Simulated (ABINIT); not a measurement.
## Optical response of CaO (Lime)

Aim: the dielectric function of CaO (Lime), and the optical constants that follow from it.

Method: DFT, PBE, plane waves with norm-conserving potentials (PseudoDojo), scalar-relativistic, independent-particle linear optical response without local fields, in ABINIT 10.8.3.

### 1. The structure

It takes space group Fm-3m (No. 225, cubic). The conventional cell has a = 4.813 Å, b = 4.813 Å, c = 4.813 Å, α = 90.00°, β = 90.00°, γ = 90.00°. Ca has 6 O at 2.41 Å nearest. Nearest to O lie 6 Ca at 2.41 Å. Farther neighbours and most contacts between anions are not listed.

### 2. Ground state, bands and velocity matrix elements

First the ground state: is it a metal or has it a gap?

This step: DFT, PBE, plane waves with norm-conserving potentials (PseudoDojo), scalar-relativistic, ground state, bands at fixed density and velocity matrix elements (ABINIT 10.8.3).

File run.abi:

```
# ground state, bands on a dense mesh, and the derivatives d/dk of the wave functions
ndtset 3

ngkpt1 8 8 8
shiftk1 0.0 0.0 0.0
tolvrs1 1.0d-12
nband1 12
prtden1 1

iscf2 -2
getden2 1
ngkpt2 12 12 12
shiftk2 0.0 0.0 0.0
kptopt2 1
nband2 26
nbdbuf2 4
tolwfr2 1.0d-14

optdriver3 8
wfk_task3 "wfk_ddk"
prtevk3 1
getwfk3 2
getden3 1
iscf3 -2
ngkpt3 12 12 12
shiftk3 0.0 0.0 0.0
kptopt3 1
nband3 26

nshiftk 1
occopt 3
tsmear 0.001837
ecut 45.0
nstep 80
iomode 3
chksymbreak 0
chkprim 0
chksymtnons 0
acell 3*1.0 Angstrom
rprim
  0.000000000000 2.406500000000 2.406500000000
  2.406500000000 0.000000000000 2.406500000000
  2.406500000000 2.406500000000 0.000000000000
natom 2
ntypat 2
znucl 20 8
typat 1 2
xred
  0.000000000000 0.000000000000 0.000000000000
  0.500000000000 0.500000000000 0.500000000000
pseudos "Ca.upf, O.upf"
```

Command:

```
mpirun -n 4 abinit run.abi
```

Numbers of over 12 decimals in the logs are rounded to 6 here.

The program printed:

```text
DATASET    1 : space group Fm -3 m (#225); Bravais cF (face-center cubic)
 DATASET    2 : space group Fm -3 m (#225); Bravais cF (face-center cubic)
 DATASET    3 : space group Fm -3 m (#225); Bravais cF (face-center cubic)
            ngfft          40      40      40
                         0.04688    0.04688    0.04688    0.04688    0.04688    0.02344
                         0.01172    0.04688    0.04688    0.04688    0.02344    0.01172
                         0.04688    0.02344    0.00586    0.04688    0.09375    0.04688
                         0.04688    0.09375    0.04688    0.02344    0.01172
                         0.00231    0.00347    0.01389    0.01389    0.01389    0.01389
                         0.01389    0.01389    0.01389    0.01389    0.01389    0.00694
                         0.00347    0.01389    0.01389    0.01389    0.01389    0.01389
                         0.01389    0.01389    0.00694    0.00347    0.01389    0.01389
                         0.01389    0.01389    0.01389    0.00694    0.00347    0.01389
                         0.01389    0.01389    0.00694    0.00347    0.01389    0.00694
                         0.00174    0.01389    0.02778    0.02778    0.02778    0.01389
                         0.00231    0.00347    0.01389    0.01389    0.01389    0.01389
                         0.01389    0.01389    0.01389    0.01389    0.01389    0.00694
                         0.00347    0.01389    0.01389    0.01389    0.01389    0.01389
                         0.01389    0.01389    0.00694    0.00347    0.01389    0.01389
                         0.01389    0.01389    0.01389    0.00694    0.00347    0.01389
                         0.01389    0.01389    0.00694    0.00347    0.01389    0.00694
[...]
== DATASET  1 ==================================================================
 Real(R)+Recip(G) space primitive vectors, cartesian coordinates (Bohr,Bohr^-1):
 R(1)=  0.0000000  4.5476259  4.5476259  G(1)= -0.1099475  0.1099475  0.1099475
 R(2)=  4.5476259  0.0000000  4.5476259  G(2)=  0.1099475 -0.1099475  0.1099475
 R(3)=  4.5476259  4.5476259  0.0000000  G(3)=  0.1099475  0.1099475 -0.1099475
 Unit cell volume ucvol=  1.8809801E+02 bohr^3
 Angles (23,13,12)=  6.00000000E+01  6.00000000E+01  6.00000000E+01 degrees
 getcut: wavevector=  0.0000  0.0000  0.0000  ngfft=  40  40  40
     iter   Etot(hartree)      deltaE(h)  residm     vres2
 ETOT  1  -55.232562079380    -5.523E+01 1.218E-01 7.701E+02
 ETOT  2  -55.024213100127     2.083E-01 3.544E-02 1.858E+03
 ETOT  3  -55.381061443847    -3.568E-01 1.231E-02 3.177E+01
 ETOT  4  -55.387027452063    -5.966E-03 4.150E-03 1.776E+00
 ETOT  5  -55.387096394531    -6.894E-05 1.988E-03 7.564E-01
 ETOT  6  -55.387242062735    -1.457E-04 1.445E-03 6.684E-03
 ETOT  7  -55.387243260163    -1.197E-06 1.060E-03 9.643E-05
 ETOT  8  -55.387243266612    -6.449E-09 7.094E-04 8.502E-06
 ETOT  9  -55.387243268413    -1.801E-09 4.860E-04 6.286E-07
 ETOT 10  -55.387243268544    -1.310E-10 3.541E-04 5.681E-09
 ETOT 11  -55.387243268547    -2.366E-12 2.147E-04 7.561E-10
 ETOT 12  -55.387243268546     9.095E-13 1.673E-04 1.146E-11
 ETOT 13  -55.387243268546    -4.547E-13 1.030E-04 5.069E-15
 At SCF step   13       vres2   =  5.07E-15 < tolvrs=  1.00E-12 =>converged.
 Cartesian components of stress tensor (hartree/bohr^3)
  sigma(1 1)= -3.06386750E-05  sigma(3 2)=  0.00000000E+00
  sigma(2 2)= -3.06386750E-05  sigma(3 1)=  0.00000000E+00
  sigma(3 3)= -3.06386750E-05  sigma(2 1)=  0.00000000E+00
 Mean square residual over all n,k,spin=   17.557E-07; max=  10.299E-05
 Fermi (or HOMO) energy (hartree) =   0.24481   Average Vxc (hartree)=  -0.38719
 Eigenvalues (hartree) for nkpt=  29  k points:
 kpt#   1, nband= 12, wtk=  0.00195, kpt=  0.0000  0.0000  0.0000 (reduced coord)
  -1.19837   -0.49132   -0.49132   -0.49132   -0.38212    0.18612    0.18612    0.18612
   0.35939    0.41497    0.41497    0.41497
   2.00000    2.00000    2.00000    2.00000    2.00000    2.00000    2.00000    2.00000
   0.00000    0.00000    0.00000    0.00000
kinetic             :  2.44546222710643E+01
hartree             :  1.03706209632561E+01
xc                  : -1.16204242911889E+01
Ewald energy        : -4.14671963569245E+01
psp_core            :  1.57621442198582E+00
local_psp           : -3.94522294412710E+01
non_local_psp       :  7.51149164532000E-01
internal            : -5.53872432685462E+01
'-kT*entropy'       :  1.25262822077192E-15
total_energy        : -5.53872432685462E+01
total_energy_eV     : -1.50716366968052E+03
 Cartesian components of stress tensor (hartree/bohr^3)
  sigma(1 1)= -3.06386750E-05  sigma(3 2)=  0.00000000E+00
  sigma(2 2)= -3.06386750E-05  sigma(3 1)=  0.00000000E+00
  sigma(3 3)= -3.06386750E-05  sigma(2 1)=  0.00000000E+00
-Cartesian components of stress tensor (GPa)         [Pressure=  9.0142E-01 GPa]
== DATASET  2 ==================================================================
 Real(R)+Recip(G) space primitive vectors, cartesian coordinates (Bohr,Bohr^-1):
 R(1)=  0.0000000  4.5476259  4.5476259  G(1)= -0.1099475  0.1099475  0.1099475
 R(2)=  4.5476259  0.0000000  4.5476259  G(2)=  0.1099475 -0.1099475  0.1099475
 R(3)=  4.5476259  4.5476259  0.0000000  G(3)=  0.1099475  0.1099475 -0.1099475
 Unit cell volume ucvol=  1.8809801E+02 bohr^3
 Angles (23,13,12)=  6.00000000E+01  6.00000000E+01  6.00000000E+01 degrees
 getcut: wavevector=  0.0000  0.0000  0.0000  ngfft=  40  40  40
 Mean square residual over all n,k,spin=   42.012E-16; max=  99.764E-16
 Eigenvalues (hartree) for nkpt=  72  k points:
 kpt#   1, nband= 26, wtk=  0.00058, kpt=  0.0000  0.0000  0.0000 (reduced coord)
  -1.19837   -0.49132   -0.49132   -0.49132   -0.38212    0.18612    0.18612    0.18612
   0.35939    0.41497    0.41497    0.41497    0.46974    0.46974    0.73722    1.00794
   1.00794    1.00794    1.19191    1.19191    1.19191    1.21141    1.21141    1.21191
== DATASET  3 ==================================================================
            ngfft          40      40      40
[...]
0.04688    0.09375    0.04688    0.02344    0.01172
[...]
0.00174    0.01389    0.02778    0.02778    0.02778    0.01389
                         0.00231    0.00347    0.01389    0.01389    0.01389    0.01389
                         0.01389    0.01389    0.01389    0.01389    0.01389    0.00694
                         0.00347    0.01389    0.01389    0.01389    0.01389    0.01389
                         0.01389    0.01389    0.00694    0.00347    0.01389    0.01389
                         0.01389    0.01389    0.01389    0.00694    0.00347    0.01389
                         0.01389    0.01389    0.00694    0.00347    0.01389    0.00694
                         0.00174    0.01389    0.02778    0.02778    0.02778    0.01389
[shortened to cell, iterations, levels, energies and stress; the echo of variables, forces, comments, warnings and credits are left out]
```

It took 64 s on 4 MPI ranks of AMD EPYC 7R43, shared host; peak memory 0.11 GiB; 4.2 min of CPU time.

This step gave:

- total energy: -55.39 Ha
- gap on the k-mesh: 3.662 eV
- direct gap on the mesh: 4.036 eV

There is a gap, 3.66 eV on this mesh (points off the mesh can give less), so no carriers' term is needed.

### 3. Optical response

The spectrum is a sum over vertical transitions between filled and empty bands at the fixed density, so many empty bands are needed.

This step: DFT, PBE, plane waves with norm-conserving potentials (PseudoDojo), scalar-relativistic, independent-particle linear optical response without local fields (ABINIT 10.8.3).

File optic.abi:

```
&FILES
 ddkfile_1 = 'runo_DS3_1_EVK.nc',
 ddkfile_2 = 'runo_DS3_2_EVK.nc',
 ddkfile_3 = 'runo_DS3_3_EVK.nc',
 wfkfile = 'runo_DS2_WFK.nc'
/
&PARAMETERS
 broadening = 0.001837,
 domega = 0.0020212,
 maxomega = 0.80849,
 scissor = 0.0,
 tolerance = 0.002,
 nband_sum = 22
/
&COMPUTATIONS
 num_lin_comp = 1,
 lin_comp = 11,
 num_nonlin_comp = 0,
 num_linel_comp = 0,
 num_nonlin2_comp = 0
/
```

Command:

```
optic optic.abi
```

The program printed:

```text

 OPTIC has originally been developed by
 S. Sharma, J. K. Dewhurst and C. Ambrosch-Draxl, Phys. Rev. B 67, 165332 (2003), and
 S. Sharma and C. Ambrosch-Draxl, Physica Scripta T 109 (2004).

 rprimd(bohr)      =   0.00000   4.54763   4.54763
                       4.54763   0.00000   4.54763
                       4.54763   4.54763   0.00000
 natom             =       2
 nkpt,mband        =      72      26
 ecut              =  45.00000 Ha
 newocc: new Fermi energy is       0.259663 , with nelect=     16.000000, Number of bisection calls: 5
 Fermi level: 7.0658  (eV)

 fermie            =   0.25966 Ha   7.06579 eV
 Scissor shift     =   0.00000 Ha
 Tolerance on closeness to singularities     =   0.00200 Ha
 Smearing factor      =   0.00184 Ha
 Will use the antiresonant approximation (meaning that the antiresonant terms are neglected)
 Will not perform the bands decomposition
 linear coeffs to be calculated :
 11
 non-linear coeffs to be calculated :

 electronic part of electro-optic coeffs to be calculated :

 non-linear coeffs (V2) to be calculated :

 linear optic matrix elements will be printed :0
 optic : Call pmat2cart
 No scissor shift to be applied. Returning to main optic routine.
 optic : Call linopt
  linopt            1           1
 calculated the component:           1           1   of dielectric function
  with broadening:         (0.000000,1.83700000000000009E-003)
 and scissors shift:   0.000000
 energy window:   68.147023      eV   2.504357      Ha
 optic : Call nlinopt
 optic : Call linelop
 optic : Call nonlinopt

================================================================================

 Calculation completed.
-
program: optic
version: 10.8.3
start_datetime:
end_datetime:
overall_cpu_time:           0.2
overall_wall_time:           0.2
mpi_procs: 1
omp_threads: 1
...
```

It took 1.3 s on 1 thread; peak memory 0.04 GiB.

This step gave:

| Item | Value |
| --- | --- |
| electronic dielectric constant ε∞, mean over x, y and z (by symmetry where fewer were run) | 3.858 |
| centre of weight of the strongest loss peak in the window | 12.16 eV |

The Im ε, E ∥ x has structure finer than the step of the table below, so its rows give means over 1 eV, whole bins alone (the curve runs from 0.0550 to 21.9 eV). Peaks (eV: height): 5.1: 3.23, 6.1: 3.93, 6.4: 4.41, 6.8: 3.84, 8.2: 6.62, 8.5: 6.12, 9.5: 8.40.

Sum at mesh points, not converged in k; values under the direct gap are tails of Lorentzian lines. Table of Im ε, E ∥ x by photon energy; means over each step:

photon energy (eV), Im ε, E ∥ x and a bar:
```
        1       0.01 
        2       0.01 
        3       0.03 
        4       0.52 ###
        5       2.16 ############
        6       3.09 #################
        7       3.33 ##################
        8       4.66 #########################
        9       5.56 ##############################
       10       4.60 #########################
       11       1.62 #########
       12       0.47 ##
       13       0.41 ##
       14       0.43 ##
       15       1.36 #######
       16       1.20 ######
       17       1.04 ######
       18       0.87 #####
       19       0.92 #####
       20       0.59 ###
       21       0.56 ###
```

The reflectivity at normal incidence, E ∥ x has structure finer than the step of the table below, so its rows give means over 0.5 eV, whole bins alone (the curve runs from 0.0550 to 21.9 eV). Peaks (eV: height): 8.25: 29.9, 8.69: 29.1, 10.28: 46.4, 10.89: 52.2, 11.44: 62.8, 15.12: 13.4, 15.78: 13.1.

Sum at mesh points, not converged in k. Reflectivity at normal incidence, E ∥ x against photon energy; means over each step:

photon energy (eV), reflectivity at normal incidence, E ∥ x (%) and a bar:
```
      0.5       10.6 ######
      1.0       10.8 ######
      1.5       11.0 ######
      2.0       11.4 ######
      2.5       11.9 ######
      3.0       12.7 #######
      3.5       13.9 ########
      4.0       16.4 #########
      4.5       17.9 ##########
      5.0       18.4 ##########
      5.5       17.9 ##########
      6.0       19.4 ###########
      6.5       18.3 ##########
      7.0       17.7 ##########
      7.5       19.6 ###########
      8.0       23.8 #############
      8.5       26.3 ###############
      9.0       24.0 #############
      9.5       35.2 ####################
     10.0       42.6 ########################
     10.5       42.1 ########################
     11.0       48.5 ############################
     11.5       52.6 ##############################
     12.0       23.1 #############
     12.5        9.1 #####
     13.0        2.6 #
     13.5        1.0 
     14.0        1.6 
     14.5        3.7 ##
     15.0        9.7 #####
     15.5        7.9 ####
     16.0        6.3 ###
     16.5        6.3 ###
     17.0        5.0 ##
     17.5        4.7 ##
     18.0        2.9 #
     18.5        6.5 ###
     19.0        5.4 ###
     19.5        3.2 #
     20.0        1.8 
     20.5        1.5 
     21.0        2.2 #
     21.5        1.7
```

The loss function −Im 1/ε at q → 0, E ∥ x has structure finer than the step of the table below, so its rows give means over 0.5 eV, whole bins alone (the curve runs from 0.0550 to 21.9 eV). Peaks (eV: height): 11.93: 2.09, 12.26: 2.43, 13.09: 0.781, 15.84: 0.882, 17.65: 0.766, 19.08: 0.864, 19.74: 0.715.

Sum at mesh points, not converged in k; values under the direct gap are tails of Lorentzian lines. Table of loss function −Im 1/ε at q → 0, E ∥ x by energy loss; means over each step:

| energy loss (eV) | loss function −Im 1/ε at q → 0, E ∥ x |
| --- | --- |
| 0.5 | 1.6e-4 |
| 1.0 | 3.2e-4 |
| 1.5 | 5.1e-4 |
| 2.0 | 7.2e-4 |
| 2.5 | 9.9e-4 |
| 3.0 | 0.00138 |
| 3.5 | 0.00218 |
| 4.0 | 0.0115 |
| 4.5 | 0.0468 |
| 5.0 | 0.0617 |
| 5.5 | 0.0794 |
| 6.0 | 0.102 |
| 6.5 | 0.111 |
| 7.0 | 0.122 |
| 7.5 | 0.122 |
| 8.0 | 0.111 |
| 8.5 | 0.152 |
| 9.0 | 0.176 |
| 9.5 | 0.139 |
| 10.0 | 0.189 |
| 10.5 | 0.263 |
| 11.0 | 0.311 |
| 11.5 | 0.747 |
| 12.0 | 1.79 |
| 12.5 | 1.52 |
| 13.0 | 0.658 |
| 13.5 | 0.355 |
| 14.0 | 0.223 |
| 14.5 | 0.171 |
| 15.0 | 0.341 |
| 15.5 | 0.456 |
| 16.0 | 0.552 |
| 16.5 | 0.508 |
| 17.0 | 0.568 |
| 17.5 | 0.542 |
| 18.0 | 0.436 |
| 18.5 | 0.405 |
| 19.0 | 0.703 |
| 19.5 | 0.489 |
| 20.0 | 0.436 |
| 20.5 | 0.271 |
| 21.0 | 0.325 |
| 21.5 | 0.189 |

From ε follow the optical constants at some laser and lamp lines:

| wavelength (nm) | n | k | R (%) | 1/α |
| --- | --- | --- | --- | --- |
| 1550 | 1.97 | 0.001 | 10.7 | 125 µm |
| 1064 | 1.98 | 0.001 | 10.8 | 57 µm |
| 450 | 2.08 | 0.005 | 12.2 | 6.9 µm |
| 405 | 2.11 | 0.007 | 12.8 | 4.8 µm |
| 365 | 2.17 | 0.010 | 13.6 | 3.0 µm |
| 308 | 2.38 | 0.090 | 16.8 | 271 nm |
| 248 | 2.53 | 0.559 | 20.8 | 35 nm |

Below the direct gap, k and the depth come from the tails of the Lorentzian lines, not from transitions.

Rows near the edge hang on the gap, which this functional as a rule makes too small, and phonon-assisted absorption is left out.

### 4. Summary of results

```
electronic dielectric constant ε∞, mean over x, y and z (by symmetry where fewer were run) (independent particles) : 3.86
centre of weight of the strongest loss peak in the window, first axis                                              : 12.2 eV
```

In words: At this level (PBE, independent particles) CaO has ε∞ = 3.86 and n = 1.97 at 1550 nm. On the mesh the gap is 3.66 eV and the least direct gap 4.04 eV, so on this mesh the band edges lie at different points. Excitons and phonon-assisted transitions are missing, and so are local fields; PBE gaps are as a rule too small, which pulls the onset down and ε∞ up. The sum runs over mesh points 0.19 Å⁻¹ apart with no interpolation, so peaks are partly noise of the mesh and static values carry its error. Besides steps told in other documents, this task had 1 run with a known fault of program or setting; those not told in a step above aren't shown.

[Logs are printed without paths, hosts, clocks, repeated set-up lines and the standing remarks that a program may print on its own settings, such as how far it seeks lower states.]

[Hosts, paths, dates, database ids (printed as entryN), source tags and the programs' standing remarks are cut or masked in the printed files.]
